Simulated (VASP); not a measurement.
Output of a VASP run:

### OSZICAR
```
       N       E                     dE             d eps       ncg     rms          rms(c)
DAV:   1     0.645439453039E+02    0.64544E+02   -0.71782E+03   480   0.118E+03
DAV:   2    -0.327800828758E+02   -0.97324E+02   -0.91244E+02   748   0.192E+02
DAV:   3    -0.389587895588E+02   -0.61787E+01   -0.61489E+01   600   0.561E+01
DAV:   4    -0.390215195670E+02   -0.62730E-01   -0.62689E-01   552   0.658E+00
DAV:   5    -0.390224368093E+02   -0.91724E-03   -0.91713E-03   616   0.785E-01    0.243E+00
DAV:   6    -0.347831898517E+02    0.42392E+01   -0.76266E-01   520   0.869E+00    0.270E+00
DAV:   7    -0.343155484372E+02    0.46764E+00   -0.63045E-01   544   0.756E+00    0.564E-01
DAV:   8    -0.353344986262E+02   -0.10190E+01   -0.45077E-01   496   0.660E+00    0.126E+00
DAV:   9    -0.348076854607E+02    0.52681E+00   -0.22576E-01   488   0.613E+00    0.696E-01
DAV:  10    -0.349224100474E+02   -0.11472E+00   -0.29310E-01   488   0.602E+00    0.191E-01
DAV:  11    -0.349435368581E+02   -0.21127E-01   -0.82119E-03   572   0.122E+00    0.222E-01
DAV:  12    -0.349460095617E+02   -0.24727E-02   -0.82529E-04   536   0.427E-01    0.148E-01
DAV:  13    -0.349538151410E+02   -0.78056E-02   -0.43519E-03   508   0.880E-01    0.118E-02
DAV:  14    -0.349538957065E+02   -0.80566E-04   -0.12971E-04   580   0.168E-01    0.863E-03
DAV:  15    -0.349539302799E+02   -0.34573E-04   -0.14016E-05   568   0.437E-02    0.571E-03
DAV:  16    -0.349539298023E+02    0.47765E-06   -0.45160E-05   500   0.901E-02    0.321E-03
DAV:  17    -0.349539482422E+02   -0.18440E-04   -0.10104E-05   528   0.440E-02    0.306E-03
DAV:  18    -0.349539476211E+02    0.62117E-06   -0.93665E-07   604   0.851E-03    0.237E-03
DAV:  19    -0.349539482313E+02   -0.61028E-06   -0.40707E-07   532   0.769E-03    0.951E-04
DAV:  20    -0.349539483668E+02   -0.13544E-06   -0.16150E-07   364   0.497E-03    0.355E-04
DAV:  21    -0.349539483382E+02    0.28576E-07   -0.57120E-08   356   0.244E-03
   1 F= -.34953948E+02 E0= -.34953948E+02  d E =-.443957E-11
```

File OUTCAR:
```
------------------------ aborting loop because EDIFF is reached ----------------------------------------
  FORCE on cell =-STRESS in cart. coord.  units (eV):
  Direction    XX          YY          ZZ          XY          YZ          ZX
  --------------------------------------------------------------------------------------
  Total        0.3026987      0.3026987      0.3026987      0.0000000      0.0000000      0.0000000
  in kB        7.3131845      7.3131845      7.3131845      0.0000000      0.0000000      0.0000000
  external PRESSURE =       7.3131845 kB  Pullay stress =       0.0000000 kB
  volume of cell :       66.32
      direct lattice vectors                 reciprocal lattice vectors
     4.047667729  0.000000000  0.000000000     0.247055852  0.000000000  0.000000000
     0.000000000  4.047667729  0.000000000     0.000000000  0.247055852  0.000000000
     0.000000000  0.000000000  4.047667729     0.000000000  0.000000000  0.247055852
 POSITION                                       TOTAL-FORCE (eV/Angst)
 -----------------------------------------------------------------------------------
      0.00000      0.00000      0.00000         0.000000      0.000000      0.000000
      2.02383      2.02383      2.02383         0.000000      0.000000      0.000000
 -----------------------------------------------------------------------------------
    total drift:                                0.000000      0.000000     -0.000000
  FREE ENERGIE OF THE ION-ELECTRON SYSTEM (eV)
  ---------------------------------------------------
  free  energy   TOTEN  =       -34.9539483382 eV

  energy  without entropy=      -34.9539483382  energy(sigma->0) =      -34.95394834
```
(Selected blocks of OUTCAR.)

**POSCAR**
```
CsCl
1
    4.0476677294     0.0000000000     0.0000000000
    0.0000000000     4.0476677294     0.0000000000
    0.0000000000     0.0000000000     4.0476677294
Cs Cl
1 1
Direct
  0.0000000000   0.0000000000   0.0000000000
  0.5000000000   0.5000000000   0.5000000000
```

### Question
Write an INCAR and KPOINTS that could have produced this output.

### Answer
Several could match; the one computed here: the input of the run itself, r2SCAN+rVV10, plane waves, VASP's PBE PAW potentials (set 64).

File KPOINTS:
```
Automatic
0
gamma
7 7 7
0 0 0
```

### INCAR
```
SYSTEM = CsCl
PREC = Accurate
ENCUT = 520
EDIFF = 1E-7
NELM = 100
ALGO = Normal
LREAL = .FALSE.
LASPH = .TRUE.
ISMEAR = 0
SIGMA = 0.05
METAGGA = R2SCAN
LUSE_VDW = .TRUE.
BPARAM = 11.95
CPARAM = 0.0093
LMIXTAU = .TRUE.
LMAXMIX = 4
LWAVE = .FALSE.
LCHARG = .FALSE.
ISIF = 2
```

POTCAR, in this order: Cs_sv Cl (PBE.64 set). Program: vasp_std.

The compound is CsCl in the CsCl type structure. This cell is one point of a volume scan, at 0.97 of the reference volume.
